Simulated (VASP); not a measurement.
Here is a VASP 6.6.1 calculation.

The input INCAR:

```
SYSTEM = WS2
ALGO = Normal
EDIFF = 1E-7
ENCUT = 520
GGA = PS
ISIF = 2
ISMEAR = 0
IVDW = 12
KPAR = 4
LASPH = .True.
LCHARG = .False.
LEPSILON = .True.
LREAL = .False.
LWAVE = .False.
NELM = 80
PREC = Accurate
SIGMA = 0.02
```

Contents of KPOINTS:

```
k-points
0
Gamma
  6 6 6
  0 0 0
```

POSCAR

```
WS2                                     
1.0
    1.5603204281      0.9008514238      5.8431524872
   -1.5603204281      0.9008514238      5.8431524872
   -0.0000000000     -1.8017028384      5.8431524873
  W               S             
     1     2
Direct
     0.0006360138898107    0.0006360138898107    0.0006360138899102
     0.2444881293101140    0.2444881293101140    0.2444881293101850
     0.4235758568000766    0.4235758568000766    0.4235758567998990
```

Potentials or basis: VASP PAW PBE potentials, release 64 (W_sv, S).

Launch:

```bash
$ cat potpaw_PBE.64/W_sv/POTCAR potpaw_PBE.64/S/POTCAR > POTCAR
$ mpirun -np 4 vasp_std > vasp.out
```

(1) Predict the electronic dielectric tensor (diagonal).

(2) Predict the Born charges (mean of the diagonal).

(3) Estimate the dispersion energy per atom.

## Answers

(1) 15.45, 15.45, 8.30.

(2) W -0.74; S +0.42, +0.32 e.

(3) -0.418 eV.
